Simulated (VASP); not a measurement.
# CaB2 (P6/mmm) in VASP: a series of runs

The runs below take CaB2 through relaxation of cell and atoms, with LDA.

Program: VASP 6.6.1. These are calculated values, not measurements. Logs are shortened: lines on timing, memory, paths and dates and some standing lists are left out, and cuts for length are marked.

## (1) The crystal as given

The structure is hexagonal, space group P6/mmm (No. 191). The conventional cell has a = 3.226 Å, b = 3.226 Å, c = 4.067 Å, α = 90.00°, β = 90.00°, γ = 120.00°. Around Ca (site symmetry 6/mmm) lie 12 B at 2.76 Å. B (site symmetry -6m2) has 3 B at 1.86 Å as nearest neighbours.

The cell comes from a database or a generator and needn't be the stable form of this composition.

## (2) Relaxation of cell and atoms, LDA, target pressure 5 GPa, at which the enthalpy is minimised

INCAR reads:

```
SYSTEM = CaB2
PREC = Accurate
ENCUT = 600
EDIFF = 1E-6
ISMEAR = -1
SIGMA = 0.05
LREAL = .FALSE.
LASPH = .TRUE.
NELM = 80
ALGO = Normal
ISIF = 3
LWAVE = .FALSE.
LCHARG = .FALSE.
IBRION = 2
NSW = 60
EDIFFG = -0.005
PSTRESS = 50
```

KPOINTS reads:

```
regular mesh
0
G
  9 9 7
  0 0 0
```

POSCAR reads:

```
CaB2
1.0
    3.2264302843      0.0000000000      0.0000000000
   -1.6132151421      2.7941705897      0.0000000000
    0.0000000000      0.0000000000      4.0673920000
Ca B
1 2
Direct
    0.0000000000      0.0000000000      0.0000000000
    0.6666666667      0.3333333333      0.5000000000
    0.3333333333      0.6666666667      0.5000000000
```

Potentials or basis: VASP PAW LDA potentials, release 64 (Ca_sv, B).

On the command line:

```bash
$ cat potpaw_LDA.64/Ca_sv/POTCAR potpaw_LDA.64/B/POTCAR > POTCAR
$ mpirun -np 1 vasp_std > vasp.out
```

OUTCAR:

```text
SYSTEM = CaB2
   PREC = Accurate
   ENCUT = 600
   EDIFF = 1E-6
   ISMEAR = -1
   LREAL = .FALSE.
   LASPH = .TRUE.
   NELM = 80
   ISIF = 3
   IBRION = 2
   NSW = 60
   EDIFFG = -0.005
   PSTRESS = 50

 ion  position               nearest neighbor table
   1  0.000  0.000  0.000-
   2  0.667  0.333  0.500-   3 1.86   3 1.86   3 1.86
   3  0.333  0.667  0.500-   2 1.86   2 1.86   2 1.86

  LATTYP: Found a hexagonal cell.
 ALAT       =     3.2264302843
 C/A-ratio  =     1.2606477257

  Lattice vectors:

 A1 = (   3.2264302843,   0.0000000000,   0.0000000000)
 A2 = (  -1.6132151421,   2.7941705897,   0.0000000000)
 A3 = (   0.0000000000,   0.0000000000,   4.0673920000)

Analysis of symmetry for initial positions (statically):
=====================================================================
 Subroutine PRICEL returns:
 Original cell was already a primitive cell.

 Routine SETGRP: Setting up the symmetry group for a
 hexagonal supercell.

 Subroutine GETGRP returns: Found 24 space group operations
 (whereof 24 operations were pure point group operations)
 out of a pool of 24 trial point group operations.

The static configuration has the point symmetry D_6h.

Analysis of symmetry for dynamics (positions and initial velocities):
=====================================================================
 Subroutine PRICEL returns:
 Original cell was already a primitive cell.

 Routine SETGRP: Setting up the symmetry group for a
 hexagonal supercell.

 Subroutine GETGRP returns: Found 24 space group operations
 (whereof 24 operations were pure point group operations)
 out of a pool of 24 trial point group operations.

The dynamic configuration has the point symmetry D_6h.

 Subroutine INISYM returns: Found 24 space group operations
 (whereof 24 operations are pure point group operations),
 and found     1 'primitive' translations

----------------------------------------------------------------------------------------

                                     Primitive cell

  volume of cell :      36.6683

  direct lattice vectors                    reciprocal lattice vectors
     3.226430284  0.000000000  0.000000000     0.309940061  0.178943978  0.000000000
    -1.613215142  2.794170590  0.000000000     0.000000000  0.357887956  0.000000000
     0.000000000  0.000000000  4.067392000     0.000000000  0.000000000  0.245857788

  length of vectors
     3.226430284  3.226430284  4.067392000     0.357887956  0.357887956  0.245857788

  position of ions in fractional coordinates (direct lattice)
     0.000000000  0.000000000  0.000000000
     0.666666667  0.333333333  0.500000000
     0.333333333  0.666666667  0.500000000

  ion indices of the primitive-cell ions
   primitive index   ion index
                 1           1
                 2           2
                 3           3

----------------------------------------------------------------------------------------

 KPOINTS: regular mesh

Automatic generation of k-mesh.
 Grid dimensions read from file:
 generate k-points for:    9    9    7

 Generating k-lattice:

  Cartesian coordinates                     Fractional coordinates (reciprocal lattice)
     0.034437785  0.019882664  0.000000000     0.111111111 -0.000000000  0.000000000
     0.000000000  0.039765328  0.000000000     0.000000000  0.111111111  0.000000000
     0.000000000  0.000000000  0.035122541     0.000000000  0.000000000  0.142857143

  Length of vectors
     0.039765328  0.039765328  0.035122541

  Shift w.r.t. Gamma in fractional coordinates (k-lattice)
     0.000000000  0.000000000  0.000000000

 Subroutine IBZKPT returns following result:
 ===========================================

 Found     48 irreducible k-points:

 Following reciprocal coordinates:
            Coordinates               Weight
  0.000000  0.000000  0.000000      1.000000
  0.111111 -0.000000  0.000000      6.000000
  0.222222 -0.000000  0.000000      6.000000
  0.333333 -0.000000  0.000000      6.000000
  0.444444 -0.000000  0.000000      6.000000
  0.111111  0.111111  0.000000      6.000000
[... 16 lines left out ...]
  0.333333  0.222222  0.142857     24.000000
  0.333333  0.333333  0.142857      4.000000
 [... further k-points ...]
   k-points           NKPTS =     48   k-points in BZ     NKDIM =     48   number of bands    NBANDS=     12
   number of dos      NEDOS =    301   number of ions     NIONS =      3
   total plane-waves  NPLWV =  25088
   dimension x,y,z NGX =    28 NGY =   28 NGZ =   32
   dimension x,y,z NGXF=    56 NGYF=   56 NGZF=   64
   ions per type =               1   2
   NGX,Y,Z   is equivalent  to a cutoff of  14.43, 14.43, 13.08 a.u.
   NGXF,Y,Z  is equivalent  to a cutoff of  28.85, 28.85, 26.16 a.u.
 SYSTEM =  CaB2
   PREC   = accura    normal or accurate (medium, high low for compatibility)
   ISTART =      0    job   : 0-new  1-cont  2-samecut
   ICHARG =      2    charge: 1-file 2-atom 10-const
   ISPIN  =      1    spin polarized calculation?
   LNONCOLLINEAR =      F non collinear calculations
   LSORBIT =      F    spin-orbit coupling
   LASPH  =      T    aspherical Exc in radial PAW
   ENCUT  =  600.0 eV  44.10 Ry    6.64 a.u.   6.44  6.44  8.12*2*pi/ulx,y,z
   NELM   =     80;   NELMIN=  2; NELMDL= -5     # of ELM steps
   EDIFF  = 0.1E-05   stopping-criterion for ELM
   LREAL  =      F    real-space projection
   EDIFFG = -.5E-02   stopping-criterion for IOM
   NSW    =     60    number of steps for IOM
   IBRION =      2    ionic relax: 0-MD 1-quasi-New 2-CG
   NFREE  =      1    steps in history (QN), initial steepest desc. (CG)
   ISIF   =      3    stress and relaxation
   ISYM   =      2    0-nonsym 1-usesym 2-fastsym
   POTIM  = 0.5000    time-step for ionic-motion
   TEBEG  =    0.0;   TEEND  =   0.0 temperature during run
   PSTRESS=   50.0 pullay stress
   NELECT =      16.0000    total number of electrons
   NUPDOWN=      -1.0000    fix difference up-down
   EMIN   =  10.00;   EMAX   =-10.00  energy-range for DOS
   EFERMI =   0.00;   METHOD = LEGACY
   ISMEAR =    -1;   SIGMA  =   0.05  broadening in eV -4-tet -1-fermi 0-gaus
   EFERMI_NEDOS =   21; number of points for ismear=-14 and -15
   IALGO  =     38    algorithm
   IMIX   =      4    mixing-type and parameters
     AMIX     =   0.40;   BMIX     =  1.00
     AMIX_MAG =   1.60;   BMIX_MAG =  1.00
  volume/ion in A,a.u.               =      12.22        82.48
  Fermi-wavevector in a.u.,A,eV,Ry     =   1.241703  2.346479 20.977823  1.541826
  Thomas-Fermi vector in A             =   2.376089
   LORBIT       =      0    0 simple, 1 ext, 2 COOP (PROOUT), +10 PAW based schemes
   GGA     = CA    functional components
   LHFCALC =     F    Hartree Fock is set to
   AEXX    =    0.0000 exact exchange contribution
   IVDW    =     0    specifies the selected vdW correction
   LEPSILON=     F    determine dielectric tensor
   LRPA    =     F    only Hartree local field effects (RPA)
 conjugate gradient relaxation of ions
 non-spin polarized calculation
  energy-cutoff  :      600.00
  volume of cell :       36.67
 maximum number of plane-waves:      1252
 NGX is ok and might be reduce to    28
   NGX = 13   NGY = 13   NGZ = 17

--------------------------------------- Ionic step        1  -------------------------------------------

 number of electron      16.0000001 magnetization

 Free energy of the ion-electron system (eV)
  ---------------------------------------------------
  ext. energy  EPLUGINS =         0.00000000
  ---------------------------------------------------
  free energy    TOTEN  =       -17.72799582 eV

  energy without entropy =      -17.71943333  energy(sigma->0) =      -17.72371457

------------------------ aborting loop because EDIFF is reached ----------------------------------------

  FORCE on cell =-STRESS in cart. coord.  units (eV):
  Direction    XX          YY          ZZ          XY          YZ          ZX
  --------------------------------------------------------------------------------------
  -------------------------------------------------------------------------------------
  Total       -1.5632423     -1.5632423     -1.3739243     -0.0000000      0.0000000      0.0000000
  in kB      -68.3039239    -68.3039239    -60.0319095     -0.0000000      0.0000000      0.0000000
  external PRESSURE =    -115.5465858 kB  Pullay stress =      50.0000000 kB
[... 63 lines left out ...]
  enthalpy is  TOTEN    =       -16.6745550009 eV   P V=        1.0044563552

--------------------------------------- Ionic step        3  -------------------------------------------

 number of electron      16.0000001 magnetization

 Free energy of the ion-electron system (eV)
  ---------------------------------------------------
  ext. energy  EPLUGINS =         0.00000000
  ---------------------------------------------------
  free energy    TOTEN  =       -17.75090627 eV

  energy without entropy =      -17.74170294  energy(sigma->0) =      -17.74630460

 E-fermi :   5.0829     XC(G=0): -11.4437

 val. band max:        5.0807143715   @ k =   0.3333   0.2222   0.4286
 cond. band min:       5.1066521352   @ k =   0.4444  -0.0000   0.2857
 fundamental gap:      0.0259377638
 Fermi energy:         5.0828654327

 k-point     1 :       0.0000    0.0000    0.0000
  band No.  band energies     occupation
      1     -33.8662      2.00000
      2     -15.2151      2.00000
      3     -14.8387      2.00000
      4     -14.8387      2.00000
      5      -5.4822      2.00000
      6       3.4089      2.00000
      7       5.4683      0.00090
      8       5.4990      0.00049
      9       5.4990      0.00049
     10      10.7752      0.00000
     11      10.7752      0.00000
     12      11.6945      0.00000
[... 331 lines left out ...]
 k-point    24 :       0.3333    0.3333    0.1429
  band No.  band energies     occupation
      1     -33.6729      2.00000
      2     -15.5612      2.00000
      3     -15.5612      2.00000
      4     -14.9809      2.00000
      5      -0.7423      2.00000
      6      -0.7423      2.00000
      7       0.7537      2.00000
      8       4.9878      1.74017
      9       4.9878      1.74017
     10       9.5563      0.00000
     11       9.5563      0.00000
     12      11.8445      0.00000

 [... further k-points ...]

------------------------ aborting loop because EDIFF is reached ----------------------------------------

  FORCE on cell =-STRESS in cart. coord.  units (eV):
  Direction    XX          YY          ZZ          XY          YZ          ZX
  --------------------------------------------------------------------------------------
  -------------------------------------------------------------------------------------
  Total        1.0537135      1.0537135      1.0335942      0.0000000      0.0000000      0.0000000
  in kB       50.2951802     50.2951802     49.3348567      0.0000000      0.0000000      0.0000000
  external PRESSURE =      -0.0249276 kB  Pullay stress =      50.0000000 kB
[... 18 lines left out ...]
  FREE ENERGIE OF THE ION-ELECTRON SYSTEM (eV)
  ---------------------------------------------------
  free  energy   TOTEN  =       -17.7509062658 eV

  energy  without entropy=      -17.7417029363  energy(sigma->0) =      -17.74630460

  enthalpy is  TOTEN    =       -16.7033769455 eV   P V=        1.0475293202

 reached required accuracy - stopping structural energy minimisation
```

Run time: 70 s. Hardware: 1 thread of Intel Xeon Platinum 8259CL at 2.50GHz (Skylake/Cascade Lake), shared host; peak memory 0.17 GiB.

Results:

```
Free energy                                            : -17.7509 eV
Relaxed volume                                         : 11.19 Å³/atom
Relaxed cell                                           : a = 3.131 Å, b = 3.131 Å, c = 3.955 Å, α = 90.00°, β = 90.00°, γ = 120.00°
Space group after relaxing (to 0.05 Å)                 : P6/mmm (No. 191)
Energy change on relaxing (the enthalpy is what falls) : -7.6 meV/atom
Ionic steps                                            : 3
Pressure after relaxing                                : 5.0 GPa
Band gap on the k mesh                                 : none (metal or under the smearing width)
```

Stress tensor (GPa, compression positive):
```
5.03 0.00 0.00
0.00 5.03 0.00
0.00 0.00 4.93
```

The path:
| step | energy change (eV) | largest force (eV/Å) | pressure (GPa) | volume (Å³) |
| --- | --- | --- | --- | --- |
| 1 | 0.0000 | 0.0000 | -6.55 | 36.67 |
| 2 | 0.0490 | 0.0000 | 11.91 | 32.19 |
| 3 | -0.0229 | 0.0000 | 5.00 | 33.57 |

Final structure:
```
Ca B
1.0
     3.13053    0.00000    0.00000
    -1.56526    2.71112    0.00000
     0.00000    0.00000    3.95495
Ca B
1 2
Direct
  0.00000 0.00000 0.00000
  0.66667 0.33333 0.50000
  0.33333 0.66667 0.50000
```

Levels at points of the mesh, in eV from the Fermi level:
| k point | band 6 | band 7 | band 8 | band 9 | band 10 | band 11 |
| --- | --- | --- | --- | --- | --- | --- |
| (0.00, 0.00, 0.00) | -1.67 | 0.39 | 0.42 | 0.42 | 5.69 | 5.69 |

Caveat: the cell is relaxed towards a set pressure, so the enthalpy falls and the energy may rise.

## (3) Relaxation of cell and atoms, LDA, target pressure 10 GPa, at which the enthalpy is minimised

Edit INCAR of step 2 so:

```diff
@@ -16,2 +16,2 @@
 EDIFFG = -0.005
-PSTRESS = 50
+PSTRESS = 100
```

KPOINTS is that of step 2.

POSCAR is that of step 2.

Potentials or basis: VASP PAW LDA potentials, release 64 (Ca_sv, B).

On the command line:

```bash
$ cat potpaw_LDA.64/Ca_sv/POTCAR potpaw_LDA.64/B/POTCAR > POTCAR
$ mpirun -np 1 vasp_std > vasp.out
```

Run time: 87 s. Hardware: 1 thread of Intel Xeon Platinum 8259CL at 2.50GHz (Skylake/Cascade Lake), shared host; peak memory 0.17 GiB.

Results (log left out):

| Property | Result |
| --- | --- |
| Free energy | -17.7034 eV |
| Relaxed volume | 10.85 Å³/atom |
| Relaxed cell | a = 3.099 Å, b = 3.099 Å, c = 3.914 Å, α = 90.00°, β = 90.00°, γ = 120.00° |
| Space group after relaxing (to 0.05 Å) | P6/mmm (No. 191) |
| Energy change on relaxing (the enthalpy is what falls) | +8.2 meV/atom |
| Ionic steps | 6 |
| Pressure after relaxing | 10.0 GPa |
| Band gap on the k mesh | none (metal or under the smearing width) |

The path:
```tsv
step	energy change (eV)	largest force (eV/Å)	pressure (GPa)	volume (Å³)
1	0.0000	0.0000	-6.55	36.67
2	0.2461	0.0000	23.28	30.37
3	0.0238	0.0000	9.93	32.56
4	0.0288	0.0000	10.33	32.48
5	0.0225	0.0000	9.82	32.58
6	0.0246	0.0000	9.96	32.54
```

Final structure:
```
Ca B
1.0
     3.09868    0.00000    0.00000
    -1.54934    2.68353    0.00000
     0.00000    0.00000    3.91351
Ca B
1 2
Direct
  0.00000 0.00000 0.00000
  0.66667 0.33333 0.50000
  0.33333 0.66667 0.50000
```

Levels at points of the mesh, in eV from the Fermi level:
| k point | band 6 | band 7 | band 8 | band 9 | band 10 | band 11 |
| --- | --- | --- | --- | --- | --- | --- |
| (0.00, 0.00, 0.00) | -1.65 | 0.40 | 0.42 | 0.42 | 5.81 | 5.81 |

Caveat: the cell is relaxed towards a set pressure, so the enthalpy falls and the energy may rise.

(Part 1 of 2 ends here.)
